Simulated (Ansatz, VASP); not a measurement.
# PtSe2: VASP beside Ansatz

File INCAR:

```
PREC     = Accurate       # precision mode
ENCUT    = 600            # plane-wave cutoff, eV
EDIFF    = 1E-6           # SCF threshold, eV
ISMEAR   = 0              # smearing method
SIGMA    = 0.1            # smearing width, eV
LREAL    = False          # projectors in reciprocal space
LASPH    = True           # aspherical terms in the spheres
NELM     = 100            # most SCF steps
ALGO     = Normal         # electronic algorithm
ISIF     = 3              # what is computed and relaxed
LWAVE    = False          # write WAVECAR
LCHARG   = False          # write CHGCAR
GGA      = PE             # functional
IBRION   = 2              # ionic algorithm
NSW      = 90             # ionic steps
EDIFFG   = -0.04          # ionic threshold
```

KPOINTS

```
regular mesh
0
Gamma
  4 4 4
```

Contents of POSCAR:

```
PtSe2
1.0
   -3.4806046260      3.4806046260      2.8972593184
    3.4806046260     -3.4806046260      2.8972593184
    3.4806046260      3.4806046260     -2.8972593184
Pt Se
2 4
Direct
    0.2500000000      0.2500000000      0.0000000000
    0.7500000000      0.7500000000      0.0000000000
    0.6670000000      0.1670000000      0.8340000000
    0.1670000000      0.3330000000      0.5000000000
    0.3330000000      0.8330000000      0.1660000000
    0.8330000000      0.6670000000      0.5000000000
```

Input for Ansatz:

```yaml
crystal:
  lattice:
    - [-3.480604626, 3.480604626, 2.8972593184]
    - [3.480604626, -3.480604626, 2.8972593184]
    - [3.480604626, 3.480604626, -2.8972593184]
  atoms:
    - { symbol: Pt, position: [0.25, 0.25, 0.0] }
    - { symbol: Pt, position: [0.75, 0.75, 0.0] }
    - { symbol: Se, position: [0.667, 0.167, 0.834] }
    - { symbol: Se, position: [0.167, 0.333, 0.5] }
    - { symbol: Se, position: [0.333, 0.833, 0.166] }
    - { symbol: Se, position: [0.833, 0.667, 0.5] }
basis:
  ecutwfc: 420
kpoints:
  mp_grid: { grid: [4, 4, 4] }
hamiltonian:
  xc: pbe
scf:
  occupations: { method: gaussian, width: 0.1 }
  lower_state_search: "off"
output:
  forces: true
  stress: true
  eigenvalues: true
relax:
  adjacent_minimum: "off"
  f_tol: 0.04
  max_steps: 70
  cell: { stress_tol: 0.4 }
```

Alike in both runs: task relaxation of cell and atoms; functional PBE; k mesh 4 × 4 × 4; occupations gaussian, width 0.1 eV; no spin polarisation.

|  | VASP | Ansatz |
| --- | --- | --- |
| version | VASP 6.6.1 | Ansatz 0.2.0 |
| potentials or method | VASP PAW PBE potentials, release 64 (Pt, Se) | scalar-relativistic, plane waves, PAW |
| plane-wave cutoff (eV) | 600 | 420 |
| valence electrons in the cell | 44 | 100 |

Ansatz gave:

```
gap on the k mesh at the Fermi level, each at its own relaxed structure (eV) : none
relaxed volume (Å³/atom)                                                     : 19.49
relaxed cell length with the largest relative difference (Å)                 : 5.356
energy change over the relaxation (meV/atom)                                 : -326
```

Task: What did VASP give for the same quantities?

Result: gap on the k mesh at the Fermi level, each at its own relaxed structure (eV): none; relaxed volume (Å³/atom): 19.52; relaxed cell length with the largest relative difference (Å): 5.360; energy change over the relaxation (meV/atom): -327.

A gap of «none» marks a metal or a gap that the smearing closes. The two sets of potentials don't hold the same shells in valence.

Caveats: the volume moved by over 15 % at a fixed basis, so the end points are rough. The runs have no spin-orbit coupling, so splittings on Pt are missing.
